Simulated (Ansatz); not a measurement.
**CdSe (Cadmoselite): band edges up the ladder**

The task here is to estimate one member of a computed series from the others.

The COD entry's cell or inner coordinates are ideal or old and differ from later refinements, so a difference from it is no clean test against experiment.

Program: Ansatz 0.2.0. Level of theory: DFT PBEsol, scalar-relativistic, plane waves, PAW. These are calculated values, not measurements.

That is the level of the relaxation; later steps name their own.

1 further run of the same task is left out (set aside as unsound or not needed).

### The structure to begin with

Symmetry: P6_3mc, No. 186, hexagonal system. Conventional cell: a = 4.301 Å, b = 4.301 Å, c = 7.022 Å, α = 90.00°, β = 90.00°, γ = 120.00°. Cd (site symmetry 3m) has 4 Se at 2.63 to 2.64 Å as nearest neighbours. Se (site symmetry 3m) is surrounded by 4 Cd at 2.63 to 2.64 Å.

Structure file:

```
CELL_PARAMETERS angstrom
4.30101 0.00000 0.00000
-2.15050 3.72478 0.00000
0.00000 0.00000 7.02209
ATOMIC_POSITIONS crystal
Cd 0.33333 0.66667 0.00469
Cd 0.66667 0.33333 0.50469
Se 0.33333 0.66667 0.38031
Se 0.66667 0.33333 0.88031
```

This cell was relaxed beforehand with the same method: volume 28.12 Å³/atom, gap on the mesh 0.54 eV.

Set-up of the first run:

The input, input.yaml:

```yaml
crystal:
  lattice:
    - [4.3010051072, 0.0, 0.0]
    - [-2.1505025536, 3.7247796846, 0.0]
    - [0.0, 0.0, 7.022088953]
  atoms:
    - { symbol: Cd, position: [0.3333333333, 0.6666666667, 0.0046927279] }
    - { symbol: Cd, position: [0.6666666667, 0.3333333333, 0.5046927279] }
    - { symbol: Se, position: [0.3333333333, 0.6666666667, 0.3803072721] }
    - { symbol: Se, position: [0.6666666667, 0.3333333333, 0.8803072721] }
basis:
  ecutwfc: 420
kpoints:
  mp_grid: { grid: [9, 9, 6] }
  band_path: { path: [VBM, CBM], npoints: 2 }
hamiltonian:
  xc: pbesol
scf:
  occupations: { method: gaussian, width: 0.02 }
output:
  forces: true
  stress: true
  eigenvalues: true
```

Command:

```
$ ansatz run input.yaml --threads 4 --pin off --max-ram 10240MiB --backend cpu --events-out ev --progress --plain --runs-dir out
```

Among the steps run: Band edges over the whole zone; Levels with PBEsol, 250 eV and coarse mesh; Levels with LDA; The run at PBE0; Levels with Hartree-Fock.

One of the session's tables, all rows but one given; the rest of the session is left out.

| level | gap (eV) | least direct gap (eV) |
| --- | --- | --- |
| PBEsol, 250 eV and coarse mesh | 0.52 | 0.52 |
| LDA | 0.39 | 0.39 |
| PBE0 | ? | ? |
| Hartree-Fock | 7.69 | 7.69 |

**Question.** Estimate the row for PBE0.

As computed: gap (eV): 2.22; least direct gap (eV): 2.22. In the column «gap (eV)» it lies between PBEsol, 250 eV and coarse mesh (0.52) and Hartree-Fock (7.69).

Gaps are by band count over the mesh and the named points; a gap of 0 means that the bands overlap or touch.

To keep in mind: Warnings in the runs' records: cutoff below recommended.
